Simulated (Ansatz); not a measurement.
# Fe: which magnetic state does the SCF reach?

Aim: see which self-consistent states Fe reaches from different starts at one fixed geometry, and which of them is lowest. The cell (2 atoms) is Fe in the measured crystal structure (space group Im-3m, primitive cell doubled). Source: COD entry 9008537; the sample's temperature and pressure aren't taken into account.

The COD cell was measured well above room temperature, so it is larger than a cold one.

Program: Ansatz 0.2.0. Level of theory: DFT PBE, PAW, plane waves, scalar-relativistic. These are calculated values, not measurements.

## (1) The starting structure

The structure is cubic, space group Im-3m (No. 229). Conventional cell: a = 2.910 Å, b = 2.910 Å, c = 2.910 Å, α = 90.00°, β = 90.00°, γ = 90.00°. Around Fe (site symmetry m-3m) lie 8 Fe at 2.52 Å.

As a file:

```
CELL_PARAMETERS angstrom
0.00000 0.00000 -2.91000
2.91000 -2.91000 0.00000
-1.45500 -1.45500 1.45500
ATOMIC_POSITIONS crystal
Fe 0.00000 0.00000 0.00000
Fe 0.50000 0.50000 0.00000
```

In tables a label like Fe2 counts atoms in the order of input.yaml; a structure file may count by element.

The first starts: parallel moments, plain SCF; opposed moments +-, plain SCF; no spin polarisation; spin on, no moments given (the program may seed its own), plain SCF. What is tried next depends on their ends.

“Plain SCF” means no search for lower states. Ends within 0.2 meV/atom and 0.1 μB count as one state.

Site moments are integrals over atomic spheres and don't add up to the total.

## (2) Parallel moments, plain SCF

input.yaml

```yaml
crystal:
  lattice:
    - [0.0, 0.0, -2.91]
    - [2.91, -2.91, 0.0]
    - [-1.455, -1.455, 1.455]
  atoms:
    - { symbol: Fe, position: [0.0, 0.0, 0.0], spin: 4.0 }
    - { symbol: Fe, position: [0.5, 0.5, 0.0], spin: 4.0 }
magnetization:
  spin_polarized: true
hamiltonian:
  xc: pbe
  pseudopotentials: { kind: paw }
basis:
  ecutwfc: 420
kpoints:
  mp_grid: { grid: [10, 6, 12] }
scf:
  occupations: { method: fermi_dirac, width: 0.1 }
  lower_state_search: "off"
output:
  forces: true
  stress: true
```

Log, shortened:

```text
Warning: crystal.symmetry: narrowed to the stabiliser of the k-point mesh — unitary ops 16 → 8; excluded 8 operations that carry a point of the 10×6×12 mesh (shift [0, 0, 0]) off the mesh (the run samples exactly the mesh kpoints.mp_grid names, as under crystal.symmetry.detect: false, and [...]
Pseudopotentials: kind: paw
Pseudopotential: Fe, paw, valence charge 16, recommended cutoff 420 eV (normal), Fe.paw.azcp
Functional definition: PBE
[...]
Crystal: 2 atoms, lattice volume = 24.642 Å³
Basis set: ecut = 420 eV, 475 PW (Γ), exchange–correlation on 40×60×36 points (8 copies of the dense FFT grid, shifted against one another)
Bands: 24, of which v1, the nominal top of the filled ones, is band 16 counted from 1 (15 counted from 0)
Symmetry: 8 space group operations
k-points: 248 of 720
[...]
Starting moments: Σ|m| = 8 μB on 2 of 2 sites
[...]
SCF iter   1: F=—  HF=-8960.354649 eV  |F-HF|=—  |Δ(HF+E_count)|=         —  Δρ=1.06e-1 (↑1.06e-1 ↓6.88e-2)  dr2=3.58e-1  dr2_m=1.66e0  M=5.624 μB ∫|m|=5.772 μB  β_m=0.30  ethr=1.12e-3  ⟨swp⟩=1.0  Hψ=58446  notcnv=0
[...]
spin-set hold released at iteration 1 (the charge has settled, or the pull on large starting moments outlasts its swing): the magnetisation degrees of freedom join the quasi-Newton model from the next iteration; the mixer history was flushed
[...]
SCF iter  10: F=-8960.919260 eV  HF=-8960.919260 eV  |F-HF|=1.11e-9  |Δ(HF+E_count)|=   1.05e-8  Δρ=2.71e-6 (↑2.34e-6 ↓2.71e-6)  dr2=2.04e-9  dr2_m=4.11e-10  M=4.658 μB ∫|m|=4.945 μB  ethr=3.13e-10  ⟨swp⟩=2.9  Hψ=39524  notcnv=0
[...]
SCF converged after 10 iterations
Magnetization: 4.6582 μB (18.3291 up, 13.6709 down)
Absolute magnetization: 4.9452 μB (∫|ρ↑−ρ↓|, with the PAW one-centre terms)
Spin contamination: 0.0955 ħ² per cell (⟨S²⟩ above its minimum at these occupations)
Per-site moments (μB) at R_I (Å): [(2.3922389516371716, 1.0395552440677456), (2.3922389516371707, 1.0395552440677456)]
Free energy (F): -8960.919260 eV
[...]
E sigma→0 (E₀):  -8960.883875 eV
Entropy (-TS):   -0.070769 eV (-35.384 meV/atom)
Fermi energy:    16.754947 eV
[...]
--- Forces (eV/Å), atoms counted from 1 ---
  atom   1  Fe     0.00000000    -0.00000000    -0.00000000
  atom   2  Fe     0.00000000    -0.00000000     0.00000000
[...]
--- Stress (GPa, compression-positive) ---
      -11.881975       0.021351       0.060057
        0.021351     -11.881975       0.060057
        0.060058       0.060058     -12.183378
  P = ⅓ Tr σ = -11.9824 GPa (-119.824 kbar)
```

Run time: 7.2 s. Hardware: 2 threads of an x86-64 CPU, shared host; peak memory 0.52 GiB.

Result: ferromagnetic, site moments Fe1 2.39, Fe2 2.39 μB, total 4.66 μB per cell, no gap on the k-mesh.

## (3) Opposed moments +-, plain SCF

input.yaml: that of step 2 with these lines changed.

```diff
@@ -7,3 +7,3 @@
     - { symbol: Fe, position: [0.0, 0.0, 0.0], spin: 4.0 }
-    - { symbol: Fe, position: [0.5, 0.5, 0.0], spin: 4.0 }
+    - { symbol: Fe, position: [0.5, 0.5, 0.0], spin: -4.0 }
 magnetization:
```

Log, shortened:

```text
Warning: crystal.symmetry: narrowed to the stabiliser of the k-point mesh — unitary ops 8 → 4; excluded 4 operations that carry a point of the 10×6×12 mesh (shift [0, 0, 0]) off the mesh (the run samples exactly the mesh kpoints.mp_grid names, as under crystal.symmetry.detect: false, and [...]
[... 11 lines as in an earlier run ...]
Symmetry: 4 space group operations
[... 5 lines as in an earlier run ...]
Starting moments: Σ|m| = 8 μB on 2 of 2 sites
[... 2 lines as in an earlier run ...]
spin-down is spin-up translated by (0.5, 0.5, 0): one eigenproblem is solved per k-point and the antiferromagnetic symmetry of the starting moments is kept exactly by this SCF (crystal.symmetry.spin_inversion_symmetry: false solves both channels; [...]
SCF iter   1: F=—  HF=-8959.949274 eV  |F-HF|=—  |Δ(HF+E_count)|=         —  Δρ=1.04e-1 (↑1.04e-1 ↓1.04e-1)  dr2=6.28e-1  dr2_m=2.18e0  M=0.000 μB ∫|m|=5.727 μB  β_m=0.30  ethr=1.96e-3  ⟨swp⟩=1.2  Hψ=29808  notcnv=0
[...]
[... 1 line as in an earlier run ...]
[...]
SCF iter  10: F=-8960.498938 eV  HF=-8960.498938 eV  |F-HF|=6.73e-9  |Δ(HF+E_count)|=   5.25e-8  Δρ=7.83e-6 (↑7.83e-6 ↓7.83e-6)  dr2=1.36e-8  dr2_m=7.01e-9  M=0.000 μB ∫|m|=4.514 μB  ethr=3.13e-10  ⟨swp⟩=2.9  Hψ=20831  notcnv=0
[...]
SCF converged after 10 iterations
Magnetization: 0.0000 μB (16.0000 up, 16.0000 down)
Absolute magnetization: 4.5144 μB (∫|ρ↑−ρ↓|, with the PAW one-centre terms)
Spin contamination: 1.8888 ħ² per cell (⟨S²⟩ above its minimum at these occupations)
Per-site moments (μB) at R_I (Å): [(2.186850276591554, 1.0395552440677456), (-2.1868502765915534, 1.0395552440677456)]
Free energy (F): -8960.498938 eV
[...]
E sigma→0 (E₀):  -8960.446920 eV
Entropy (-TS):   -0.104036 eV (-52.018 meV/atom)
Fermi energy:    17.104885 eV
[...]
--- Forces (eV/Å), atoms counted from 1 ---
  atom   1  Fe    -0.00000000     0.00000000     0.00000000
  atom   2  Fe     0.00000000    -0.00000000     0.00000000
[...]
--- Stress (GPa, compression-positive) ---
      -14.837028      -5.785913       0.011518
       -5.785913     -14.837028       0.011518
        0.011364       0.011364      -8.794456
  P = ⅓ Tr σ = -12.8228 GPa (-128.228 kbar)
```

Wall time 4.6 s (2 threads of an x86-64 CPU, shared host); peak memory 0.48 GiB.

Result: antiferromagnetic (magnetic neighbours of Fe1 with a moment over 0.3 of its own that point the other way: 4 of 8 at 2.52 Å, 4 of 6 at 2.91 Å), site moments Fe1 2.19, Fe2 -2.19 μB, total 0.00 μB per cell, no gap on the k-mesh. It lies 210 meV/atom above the lowest state so far (step 2).

## (4) No spin polarisation

input.yaml: that of step 3 with these lines changed.

```diff
@@ -6,6 +6,4 @@
   atoms:
-    - { symbol: Fe, position: [0.0, 0.0, 0.0], spin: 4.0 }
-    - { symbol: Fe, position: [0.5, 0.5, 0.0], spin: -4.0 }
-magnetization:
-  spin_polarized: true
+    - { symbol: Fe, position: [0.0, 0.0, 0.0] }
+    - { symbol: Fe, position: [0.5, 0.5, 0.0] }
 hamiltonian:
```

Log, shortened:

```text
[... 11 lines as in an earlier run ...]
Bands: 20, of which v1, the nominal top of the filled ones, is band 16 counted from 1 (15 counted from 0)
[... 5 lines as in an earlier run ...]
[...]
[... 2 lines as in an earlier run ...]
SCF iter   1: F=—  HF=-8959.754405 eV  |F-HF|=—  |Δ(HF+E_count)|=         —  Δρ=2.05e-3  dr2=3.42e-4  ethr=1.77e-3  ⟨swp⟩=4.8  Hψ=39651  notcnv=0  defer=64
[...]
SCF iter   6: F=-8959.754989 eV  HF=-8959.754989 eV  |F-HF|=2.05e-8  |Δ(HF+E_count)|=   1.00e-8  Δρ=1.93e-5  dr2=2.29e-8  ethr=2.10e-10  ⟨swp⟩=2.4  Hψ=19523  notcnv=0
[...]
SCF converged after 6 iterations
Free energy (F): -8959.754989 eV
[...]
E sigma→0 (E₀):  -8959.627152 eV
Entropy (-TS):   -0.255674 eV (-127.837 meV/atom)
Fermi energy:    16.840367 eV
[...]
--- Forces (eV/Å), atoms counted from 1 ---
  atom   1  Fe     0.00000000    -0.00000000     0.00000000
  atom   2  Fe     0.00000000    -0.00000000    -0.00000000
[...]
--- Stress (GPa, compression-positive) ---
      -28.739604       0.085606      -0.058938
        0.085606     -28.739604      -0.058938
       -0.058939      -0.058939     -28.689163
  P = ⅓ Tr σ = -28.7228 GPa (-287.228 kbar)
```

It took 3 s on 2 threads of an x86-64 CPU, shared host; peak memory 0.46 GiB.

The state reached is non-magnetic (no spin polarisation), no gap on the k-mesh. It lies 582 meV/atom above the lowest state so far (step 2).

## (5) Spin on, no moments given (the program may seed its own), plain SCF

input.yaml: that of step 4 with these lines changed.

```diff
@@ -21 +21,3 @@
   stress: true
+magnetization:
+  spin_polarized: true
```

Log, shortened:

```text
[... 1 line as in an earlier run ...]
band count auto-derived: 24 (N_el = 32.0; filled up to band 16; 20 by the electrons, moments and atoms)
[... 19 lines as in an earlier run ...]
SCF iter   1: F=—  HF=-8957.227632 eV  |F-HF|=—  |Δ(HF+E_count)|=         —  Δρ=3.25e-1 (↑2.82e-1 ↓3.25e-1)  dr2=3.30e-1  dr2_m=2.08e1  M=5.541 μB ∫|m|=5.541 μB  ethr=3.10e-3  ⟨swp⟩=4.4  Hψ=21517  notcnv=0  defer=18
[...]
SCF iter  11: F=-8960.919260 eV  HF=-8960.919260 eV  |F-HF|=5.09e-11  |Δ(HF+E_count)|=   1.06e-8  Δρ=8.18e-7 (↑4.24e-7 ↓8.18e-7)  dr2=3.76e-11  dr2_m=6.45e-11  M=4.658 μB ∫|m|=4.945 μB  ethr=1.89e-10  ⟨swp⟩=2.1  Hψ=35264  notcnv=0
[...]
SCF converged after 11 iterations
an eigenvalue changed by more than its tolerance at an iteration that met the thresholds in force, so the SCF went on 1 time: the last check found none over its tolerance
Magnetization: 4.6582 μB (18.3291 up, 13.6709 down)
Absolute magnetization: 4.9453 μB (∫|ρ↑−ρ↓|, with the PAW one-centre terms)
Spin contamination: 0.0955 ħ² per cell (⟨S²⟩ above its minimum at these occupations)
Per-site moments (μB) at R_I (Å): [(2.392261477816523, 1.0395552440677456), (2.3922614778165228, 1.0395552440677456)]
Free energy (F): -8960.919260 eV
[...]
E sigma→0 (E₀):  -8960.883875 eV
Entropy (-TS):   -0.070769 eV (-35.385 meV/atom)
Fermi energy:    16.754926 eV
[... 24 lines left out: energy terms, forces, stress ...]
```

It took 8.1 s on 2 threads of an x86-64 CPU, shared host; peak memory 0.53 GiB.

The run ends in the same state as step 2 (ferromagnetic); it took 11 iterations.

## (6) Parallel moments scaled by 0.2, plain SCF

input.yaml: that of step 5 with these lines changed.

```diff
@@ -6,4 +6,6 @@
   atoms:
-    - { symbol: Fe, position: [0.0, 0.0, 0.0] }
-    - { symbol: Fe, position: [0.5, 0.5, 0.0] }
+    - { symbol: Fe, position: [0.0, 0.0, 0.0], spin: 0.8 }
+    - { symbol: Fe, position: [0.5, 0.5, 0.0], spin: 0.8 }
+magnetization:
+  spin_polarized: true
 hamiltonian:
@@ -21,3 +23 @@
   stress: true
-magnetization:
-  spin_polarized: true
```

Log, shortened:

```text
[... 11 lines as in an earlier run ...]
Bands: 21, of which v1, the nominal top of the filled ones, is band 16 counted from 1 (15 counted from 0)
[... 6 lines as in an earlier run ...]
Starting moments: Σ|m| = 1.6 μB on 2 of 2 sites
[... 2 lines as in an earlier run ...]
[...]
SCF iter   1: F=—  HF=-8960.189013 eV  |F-HF|=—  |Δ(HF+E_count)|=         —  Δρ=9.95e-2 (↑2.91e-2 ↓9.95e-2)  dr2=8.59e-1  dr2_m=8.82e-1  M=2.486 μB ∫|m|=2.491 μB  β_m=1.00  ethr=2.68e-3  ⟨swp⟩=1.0  Hψ=51993  notcnv=0
[...]
spin-set hold released at iteration 6 (site moments contracting): the magnetisation degrees of freedom join the quasi-Newton model from the next iteration; the mixer history was flushed
[...]
SCF iter  14: F=-8960.919260 eV  HF=-8960.919260 eV  |F-HF|=3.09e-9  |Δ(HF+E_count)|=   2.66e-8  Δρ=5.36e-6 (↑3.94e-6 ↓5.36e-6)  dr2=3.95e-10  dr2_m=4.63e-9  M=4.658 μB ∫|m|=4.945 μB  ethr=2.81e-10  ⟨swp⟩=1.9  Hψ=33414  notcnv=0
[...]
SCF converged after 14 iterations
Magnetization: 4.6583 μB (18.3292 up, 13.6708 down)
Absolute magnetization: 4.9454 μB (∫|ρ↑−ρ↓|, with the PAW one-centre terms)
Spin contamination: 0.0955 ħ² per cell (⟨S²⟩ above its minimum at these occupations)
Per-site moments (μB) at R_I (Å): [(2.392316177676269, 1.0395552440677456), (2.3923161776762685, 1.0395552440677456)]
Free energy (F): -8960.919260 eV
[...]
E sigma→0 (E₀):  -8960.883875 eV
Entropy (-TS):   -0.070770 eV (-35.385 meV/atom)
Fermi energy:    16.754925 eV
[... 24 lines left out: energy terms, forces, stress ...]
```

Wall time 9.6 s (2 threads of an x86-64 CPU, shared host); peak memory 0.5 GiB.

The run ends in the same state as step 2 (ferromagnetic); it took 14 iterations.

(Part 1 of 2 ends here.)
